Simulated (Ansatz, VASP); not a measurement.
## Mg: VASP beside Ansatz

```
Mg
1.0
     0.00000    2.41755    2.41755
     2.41755    0.00000    2.41755
     2.41755    2.41755    0.00000
Mg
1
Direct
  0.00000 0.00000 0.00000
```

Change from the starting cell: volume scaled by 1.25.

Alike in both runs: functional BLYP; k mesh 10 × 10 × 10; occupations fermi-dirac, width 0.01 eV; no spin polarisation.

|  | VASP | Ansatz |
| --- | --- | --- |
| version | VASP 6.6.1 | Ansatz 0.2.0 |
| potentials or method | VASP PAW PBE potentials, release 64 (Mg) | SSSP efficiency PAW |
| plane-wave cutoff (eV) | 520 | 408 |
| valence electrons in the cell | 2 | 2 |
| task | single point | band structure |

```tsv
	VASP	Ansatz	Ansatz less VASP
gap on the k mesh at the Fermi level (eV)	none	none	-
pressure (GPa)	-3.5	-3.5	+0.05
```

A gap of «none» marks a metal or a gap that the smearing closes.

Caveats: the PAW data sets were made with another functional, which shifts forces and pressure a little (VASP).
